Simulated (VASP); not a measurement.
# Cu3N (Pm-3m) in VASP: notebook

Aim: see how the results for Cu3N move with the level of theory and the settings. Levels: PBE, PBEsol. Tasks: elastic constants.

Everything below comes from runs of VASP 6.6.1. Logs are shortened: lines on timing, memory, paths and dates and some standing lists are left out, and cuts for length are marked.

## 1. The structure

The structure is cubic, space group Pm-3m (No. 221). Conventional cell: a = 3.833 Å, b = 3.833 Å, c = 3.833 Å, α = 90.00°, β = 90.00°, γ = 90.00°. N (site symmetry m-3m) is surrounded by 6 Cu at 1.92 Å. Cu (site symmetry 4/mmm) has 2 N at 1.92 Å as nearest neighbours.

The cell was built by a generator and needn't be a form met in nature.

## 2. Elastic constants, PBE

Input file POSCAR:

```
Cu3N
1.0
    3.8332244447      0.0000000000      0.0000000000
    0.0000000000      3.8332244447     -0.0000000000
    0.0000000000     -0.0000000000      3.8332244447
  N               Cu
     1     3
Direct
     0.0000000000000000    0.0000000000000000    0.0000000000000000
     0.5000000000000000    0.0000000000000000    0.0000000000000000
     0.0000000000000000    0.5000000000000000    0.0000000000000000
     0.0000000000000000    0.0000000000000000    0.5000000000000000
```

Input file INCAR.step1:

```
PREC = Accurate
ENCUT = 600
EDIFF = 1E-8
ISMEAR = 0
SIGMA = 0.15
LREAL = F
LASPH = T
NELM = 60
ALGO = Normal
ISIF = 3
LWAVE = F
LCHARG = F
GGA = PE
IBRION = 2
NSW = 40
EDIFFG = -0.002
```

Input file INCAR.step2:

```
PREC = Accurate
ENCUT = 600
EDIFF = 1E-8
ISMEAR = 0
SIGMA = 0.15
LREAL = F
LASPH = T
NELM = 60
ALGO = Normal
ISIF = 3
LWAVE = F
LCHARG = F
GGA = PE
IBRION = 6
NFREE = 2
POTIM = 0.015
NSW = 1
```

Input file KPOINTS:

```
regular mesh
0
Gamma
  10 10 10
```

Potentials or basis: VASP PAW PBE potentials, release 64 (N, Cu).

Launch:

```console
> cat potpaw_PBE.64/N/POTCAR potpaw_PBE.64/Cu/POTCAR > POTCAR
> cp INCAR.step1 INCAR
> mpirun -np 1 vasp_std > vasp.out
> cp CONTCAR POSCAR
> cp INCAR.step2 INCAR
> mpirun -np 1 vasp_std > vasp.out
```

OUTCAR:

```text
PREC = Accurate
   ENCUT = 600
   EDIFF = 1E-8
   ISMEAR = 0
   LREAL = F
   LASPH = T
   NELM = 60
   ISIF = 3
   GGA = PE
   IBRION = 6
   NFREE = 2
   POTIM = 0.015
   NSW = 1

 ion  position               nearest neighbor table
   1  0.000  0.000  0.000-   2 1.92   3 1.92   4 1.92   4 1.92   3 1.92   2 1.92
   2  0.500  0.000  0.000-   1 1.92   1 1.92   4 2.71   4 2.71   3 2.71   3 2.71   3 2.71   4 2.71
                             4 2.71   3 2.71
   3  0.000  0.500  0.000-   1 1.92   1 1.92   4 2.71   4 2.71   2 2.71   2 2.71   4 2.71   4 2.71
                             2 2.71   2 2.71
   4  0.000  0.000  0.500-   1 1.92   1 1.92   3 2.71   2 2.71   2 2.71   3 2.71   3 2.71   3 2.71
                             2 2.71   2 2.71

  LATTYP: Found a simple cubic cell.
 ALAT       =     3.8332244447

  Lattice vectors:

 A1 = (   3.8332244447,   0.0000000000,   0.0000000000)
 A2 = (   0.0000000000,   3.8332244447,   0.0000000000)
 A3 = (   0.0000000000,   0.0000000000,   3.8332244447)

Analysis of symmetry for initial positions (statically):
=====================================================================
 Subroutine PRICEL returns:
 Original cell was already a primitive cell.

 Routine SETGRP: Setting up the symmetry group for a
 simple cubic supercell.

 Subroutine GETGRP returns: Found 48 space group operations
 (whereof 48 operations were pure point group operations)
 out of a pool of 48 trial point group operations.

The static configuration has the point symmetry O_h .

Analysis of symmetry for dynamics (positions and initial velocities):
=====================================================================
 Subroutine PRICEL returns:
 Original cell was already a primitive cell.

 Routine SETGRP: Setting up the symmetry group for a
 simple cubic supercell.

 Subroutine GETGRP returns: Found 48 space group operations
 (whereof 48 operations were pure point group operations)
 out of a pool of 48 trial point group operations.

The dynamic configuration has the point symmetry O_h .

 Subroutine INISYM returns: Found 48 space group operations
 (whereof 48 operations are pure point group operations),
 and found     1 'primitive' translations

----------------------------------------------------------------------------------------

                                     Primitive cell

  volume of cell :      56.3239

  direct lattice vectors                    reciprocal lattice vectors
     3.833224445  0.000000000  0.000000000     0.260876976  0.000000000  0.000000000
     0.000000000  3.833224445  0.000000000     0.000000000  0.260876976  0.000000000
     0.000000000  0.000000000  3.833224445     0.000000000  0.000000000  0.260876976

  length of vectors
     3.833224445  3.833224445  3.833224445     0.260876976  0.260876976  0.260876976

  position of ions in fractional coordinates (direct lattice)
     0.000000000  0.000000000  0.000000000
     0.500000000  0.000000000  0.000000000
     0.000000000  0.500000000  0.000000000
     0.000000000  0.000000000  0.500000000

  ion indices of the primitive-cell ions
   primitive index   ion index
                 1           1
                 2           2
                 3           3
                 4           4

----------------------------------------------------------------------------------------

 KPOINTS: regular mesh

Automatic generation of k-mesh.
 Grid dimensions read from file:
 generate k-points for:   10   10   10

 Generating k-lattice:
[... 109 lines left out ...]
  ext. energy  EPLUGINS =         0.00000000
  ---------------------------------------------------
  free energy    TOTEN  =       -18.39273727 eV

  energy without entropy =      -18.39202541  energy(sigma->0) =      -18.39238134

------------------------ aborting loop because EDIFF is reached ----------------------------------------

  FORCE on cell =-STRESS in cart. coord.  units (eV):
  Direction    XX          YY          ZZ          XY          YZ          ZX
  --------------------------------------------------------------------------------------
  -------------------------------------------------------------------------------------
  Total       -0.0049762     -0.0049762     -0.0049762      0.0000000     -0.0000000      0.0000000
  in kB       -0.1415509     -0.1415509     -0.1415509      0.0000000     -0.0000000      0.0000000
  external PRESSURE =      -0.1415509 kB  Pullay stress =       0.0000000 kB
[... 95 lines left out ...]
  FREE ENERGIE OF THE ION-ELECTRON SYSTEM (eV)
  ---------------------------------------------------
  free  energy   TOTEN  =       -18.3829411913 eV

  energy  without entropy=      -18.3819420350  energy(sigma->0) =      -18.38244161

 E-fermi :   5.0389     XC(G=0): -10.7912

 val. band max:        4.9155556171   @ k =   0.5000   0.5000   0.5000
 cond. band min:       5.1207077626   @ k =   0.5000   0.5000   0.0000
 fundamental gap:      0.2051521454
 Fermi energy:         5.0388593895

 k-point     1 :       0.0000    0.0000    0.0000
  band No.  band energies     occupation
      1     -11.9074      2.00000
      2      -0.3199      2.00000
      3       0.1419      2.00000
      4       0.1419      2.00000
      5       0.1794      2.00000
      6       1.0471      2.00000
[... 613 lines left out ...]
     22       9.9842      0.00000
     23      11.3680      0.00000

 [... further k-points ...]

[... ionic steps 4 to 16 ...]

--------------------------------------- Ionic step       17  -------------------------------------------

 number of electron      37.9999974 magnetization

------------------------ aborting loop because EDIFF is reached ----------------------------------------
[... 71 lines left out ...]
--------------------------------------- Ionic step       19  -------------------------------------------

 number of electron      37.9999975 magnetization

 Free energy of the ion-electron system (eV)
  ---------------------------------------------------
  ext. energy  EPLUGINS =         0.00000000
  ---------------------------------------------------
  free energy    TOTEN  =       -18.39252948 eV

  energy without entropy =      -18.39181871  energy(sigma->0) =      -18.39217409

 E-fermi :   4.8965     XC(G=0): -10.7125

 val. band max:        4.7493094877   @ k =   0.5000   0.5000   0.5000
 cond. band min:       5.0115759908   @ k =   0.5000   0.5000   0.0000
 fundamental gap:      0.2622665030
 Fermi energy:         4.8964973590

 k-point     1 :       0.0000    0.0000    0.0000
  band No.  band energies     occupation
      1     -11.9273      2.00000
      2      -0.3812      2.00000
      3       0.0809      2.00000
      4       0.0810      2.00000
      5       0.0816      2.00000
      6       0.9861      2.00000
[... 646 lines left out ...]
  FREE ENERGIE OF THE ION-ELECTRON SYSTEM (eV)
  ---------------------------------------------------
  free  energy   TOTEN  =       -18.3925294767 eV

  energy  without entropy=      -18.3918187054  energy(sigma->0) =      -18.39217409

 INTERNAL STRAIN TENSORS FROM STRAINED CELLS
 ============================================

 INTERNAL STRAIN TENSOR FOR ION    1 for displacements in x,y,z  (eV/Angst):
          X           Y           Z          XY          YZ          ZX
  --------------------------------------------------------------------------------
  x     0.00000     0.00000     0.00000     0.00000     0.00000    -0.00000
  y     0.00000     0.00000     0.00000     0.00000     0.00000     0.00000
  z     0.00000     0.00000     0.00000     0.00000     0.00000     0.00000

 INTERNAL STRAIN TENSORS FROM DISPLACED ATOMS
 ============================================

 INTERNAL STRAIN TENSOR FOR ION    1 for displacements in x,y,z  (eV/Angst):
          X           Y           Z          XY          YZ          ZX
  --------------------------------------------------------------------------------
  x     0.00000     0.00000     0.00000     0.00000     0.00000     0.00000
  y     0.00000     0.00000     0.00000     0.00000     0.00000     0.00000
  z     0.00000     0.00000     0.00000     0.00000     0.00000     0.00000

 INTERNAL STRAIN TENSOR FOR ION    4 for displacements in x,y,z  (eV/Angst):
          X           Y           Z          XY          YZ          ZX
  --------------------------------------------------------------------------------
  x     0.00000     0.00000     0.00000     0.00000     0.00000     0.00000
  y     0.00000     0.00000     0.00000     0.00000     0.00000     0.00000
  z     0.00000     0.00000     0.00000     0.00000     0.00000     0.00000

 Eigenvectors and eigenvalues of the dynamical matrix
 ----------------------------------------------------

   1 f  =   18.801801 THz   118.135199 2PiTHz  627.160569 cm-1    77.757965 meV
             X         Y         Z           dx          dy          dz
      0.000000  0.000000  0.000000     0.000000   -0.000000    0.903289
      1.916612  0.000000  0.000000    -0.000000   -0.000000    0.002371
      0.000000  1.916612  0.000000     0.000000    0.000000    0.002371
      0.000000  0.000000  1.916612     0.000000   -0.000000   -0.429019
[... 71 lines left out ...]
  12 f/i=    0.008024 THz     0.050416 2PiTHz    0.267649 cm-1     0.033184 meV
             X         Y         Z           dx          dy          dz
      0.000000  0.000000  0.000000    -0.261263   -0.000345   -0.023222
      1.916612  0.000000  0.000000    -0.556212   -0.000733   -0.049270
      0.000000  1.916612  0.000000    -0.554315   -0.000735   -0.049270
      0.000000  0.000000  1.916612    -0.554315   -0.000733   -0.049439

--------------------------------------------------------------------------------------------------------

 ELASTIC MODULI CONTR FROM IONIC RELAXATION (kBar)
 Direction    XX          YY          ZZ          XY          YZ          ZX
 --------------------------------------------------------------------------------
 XX           0.0000      0.0000      0.0000      0.0000      0.0000      0.0000
 YY           0.0000      0.0000      0.0000      0.0000      0.0000      0.0000
 ZZ           0.0000      0.0000      0.0000      0.0000      0.0000      0.0000
 XY           0.0000      0.0000      0.0000      0.0000      0.0000      0.0000
 YZ           0.0000      0.0000      0.0000      0.0000      0.0000      0.0000
 ZX           0.0000      0.0000      0.0000      0.0000      0.0000      0.0000
 --------------------------------------------------------------------------------

 TOTAL ELASTIC MODULI (kBar)
 Direction    XX          YY          ZZ          XY          YZ          ZX
 --------------------------------------------------------------------------------
 XX        2365.8762    535.2794    535.2794      0.0000      0.0000      0.0000
 YY         535.2794   2365.8762    535.2794     -0.0000      0.0000      0.0000
 ZZ         535.2794    535.2794   2365.8762      0.0000     -0.0000     -0.0000
 XY           0.0000     -0.0000      0.0000    181.0427      0.0000      0.0000
 YZ           0.0000      0.0000     -0.0000      0.0000    181.0427      0.0000
 ZX           0.0000      0.0000     -0.0000      0.0000      0.0000    181.0427
 --------------------------------------------------------------------------------
```

Wall time 90 min (1 thread of Intel Xeon Platinum 8375C at 2.90GHz (Ice Lake), shared host); peak memory 0.76 GiB.

What came out:

```
Elastic constants C11, C12, C44                         : 237, 54, 18 GPa
Voigt bulk modulus                                      : 115 GPa
Highest phonon frequency at Γ, LO-TO splitting left out : 627 cm⁻¹
```

Phonon frequencies in cm⁻¹ (negative: imaginary):
| q point | frequencies |
| --- | --- |
| (0.000, 0.000, 0.000) | 0 0 0 88 88 88 145 145 145 627 627 627 |

Elastic tensor in Voigt notation (GPa, in the Cartesian axes of the cell as first typed):
```
237  54  54   0   0   0
 54 237  54   0   0   0
 54  54 237   0   0   0
  0   0   0  18   0   0
  0   0   0   0  18   0
  0   0   0   0   0  18
```

Clamped-ion elastic tensor (GPa):
```
237  54  54   0   0   0
 54 237  54   0   0   0
 54  54 237   0   0   0
  0   0   0  18   0   0
  0   0   0   0  18   0
  0   0   0   0   0  18
```

Caveat: the run has no spin polarisation, though such a crystal can be magnetic.

## 3. Elastic constants, PBEsol

This run uses another cell than the first one, of 13.94 Å³/atom, 0.990 times its volume.

Input file POSCAR:

```
Cu3N
1.0
    3.8200000000      0.0000000000      0.0000000000
    0.0000000000      3.8200000000      0.0000000000
    0.0000000000      0.0000000000      3.8200000000
N Cu
1 3
Direct
    0.0000000000      0.0000000000      0.0000000000
    0.5000000000      0.0000000000      0.0000000000
    0.0000000000      0.5000000000      0.0000000000
    0.0000000000      0.0000000000      0.5000000000
```

Input file INCAR.step1:

```
PREC = Accurate
ENCUT = 600
EDIFF = 1E-8
ISMEAR = 0
SIGMA = 0.15
LREAL = F
LASPH = T
NELM = 60
ALGO = Fast
ISIF = 3
LWAVE = F
LCHARG = F
GGA = PS
IBRION = 2
NSW = 40
EDIFFG = -0.002
KPAR = 2
```

Input file INCAR.step2:

```
PREC = Accurate
ENCUT = 600
EDIFF = 1E-8
ISMEAR = 0
SIGMA = 0.15
LREAL = F
LASPH = T
NELM = 60
ALGO = Fast
ISIF = 3
LWAVE = F
LCHARG = F
GGA = PS
IBRION = 6
NFREE = 2
POTIM = 0.015
NSW = 1
KPAR = 2
```

KPOINTS is that of step 2.

Potentials or basis: VASP PAW PBE potentials, release 64 (N, Cu).

Launch:

```console
> cat potpaw_PBE.64/N/POTCAR potpaw_PBE.64/Cu/POTCAR > POTCAR
> cp INCAR.step1 INCAR
> mpirun -np 2 vasp_std > vasp.out
> cp CONTCAR POSCAR
> cp INCAR.step2 INCAR
> mpirun -np 2 vasp_std > vasp.out
```

OUTCAR:

```text
PREC = Accurate
   ENCUT = 600
   EDIFF = 1E-8
   ISMEAR = 0
   LREAL = F
   LASPH = T
   NELM = 60
   ISIF = 3
   GGA = PS
   IBRION = 6
   NFREE = 2
   POTIM = 0.015
   NSW = 1

 ion  position               nearest neighbor table
   1  0.000  0.000  0.000-   2 1.89   3 1.89   4 1.89   4 1.89   3 1.89   2 1.89
   2  0.500  0.000  0.000-   1 1.89   1 1.89   4 2.67   4 2.67   3 2.67   3 2.67   3 2.67   4 2.67
                             4 2.67   3 2.67
[... 1173 lines left out ...]
             X         Y         Z           dx          dy          dz
      0.000000  0.000000  0.000000     0.015108   -0.256425   -0.048718
      1.885083  0.000000  0.000000     0.032196   -0.546600   -0.103849
      0.000000  1.885083  0.000000     0.032204   -0.546480   -0.103849
      0.000000  0.000000  1.885083     0.032204   -0.546600   -0.103826

--------------------------------------------------------------------------------------------------------

 ELASTIC MODULI CONTR FROM IONIC RELAXATION (kBar)
 Direction    XX          YY          ZZ          XY          YZ          ZX
 --------------------------------------------------------------------------------
 XX           0.0000      0.0000      0.0000      0.0000      0.0000      0.0000
 YY           0.0000      0.0000      0.0000      0.0000      0.0000      0.0000
 ZZ           0.0000      0.0000      0.0000      0.0000      0.0000      0.0000
 XY           0.0000      0.0000      0.0000      0.0000      0.0000      0.0000
 YZ           0.0000      0.0000      0.0000      0.0000      0.0000      0.0000
 ZX           0.0000      0.0000      0.0000      0.0000      0.0000      0.0000
 --------------------------------------------------------------------------------

 TOTAL ELASTIC MODULI (kBar)
 Direction    XX          YY          ZZ          XY          YZ          ZX
 --------------------------------------------------------------------------------
 XX        2785.9214    597.2688    597.2688     -0.0000      0.0000      0.0000
 YY         597.2688   2785.9214    597.2688      0.0000     -0.0000      0.0000
 ZZ         597.2688    597.2688   2785.9214      0.0000     -0.0000      0.0000
 XY          -0.0000      0.0000      0.0000    188.2283      0.0000      0.0000
 YZ           0.0000     -0.0000     -0.0000      0.0000    188.2283      0.0000
 ZX           0.0000      0.0000      0.0000      0.0000      0.0000    188.2283
 --------------------------------------------------------------------------------
```

Run time: 40 min. Hardware: 2 MPI ranks of Intel Xeon Platinum 8488C (Sapphire Rapids), shared host; peak memory 0.71 GiB.

What came out:

| Quantity | Value |
| --- | --- |
| Relaxed volume | 13.40 Å³/atom |
| Relaxed cell | a = 3.770 Å, b = 3.770 Å, c = 3.770 Å, α = 90.00°, β = 90.00°, γ = 90.00° |
| Space group after relaxing (to 0.05 Å) | Pm-3m (No. 221) |
| Elastic constants C11, C12, C44 | 279, 60, 19 GPa |
| Voigt bulk modulus | 133 GPa |
| Highest phonon frequency at Γ, LO-TO splitting left out | 675 cm⁻¹ |

Step by step:
| step | energy change (eV) | largest force (eV/Å) | pressure (GPa) | volume (Å³) |
| --- | --- | --- | --- | --- |
| 1 | 0.0000 | 0.0000 | -4.74 | 55.74 |
| 2 | -0.0233 | 0.0000 | 2.88 | 52.48 |
| 3 | -0.0330 | 0.0000 | -0.01 | 53.59 |

Final structure:
```
N Cu
1.0
     3.77017    0.00000    0.00000
     0.00000    3.77017    0.00000
     0.00000    0.00000    3.77017
N Cu
1 3
Direct
  0.00000 0.00000 0.00000
  0.50000 0.00000 0.00000
  0.00000 0.50000 0.00000
  0.00000 0.00000 0.50000
```

Phonon frequencies in cm⁻¹ (negative: imaginary):
| q point | frequencies |
| --- | --- |
| (0.000, 0.000, 0.000) | 0 0 0 93 93 93 153 153 153 675 675 675 |

Elastic tensor in Voigt notation (GPa, in the Cartesian axes of the cell as first typed):
```
279  60  60   0   0   0
 60 279  60   0   0   0
 60  60 279   0   0   0
  0   0   0  19   0   0
  0   0   0   0  19   0
  0   0   0   0   0  19
```

Clamped-ion elastic tensor (GPa):
```
279  60  60   0   0   0
 60 279  60   0   0   0
 60  60 279   0   0   0
  0   0   0  19   0   0
  0   0   0   0  19   0
  0   0   0   0   0  19
```

Caveat: the PAW data sets were made with another functional, which shifts forces and pressure a little; the run has no spin polarisation, though such a crystal can be magnetic.
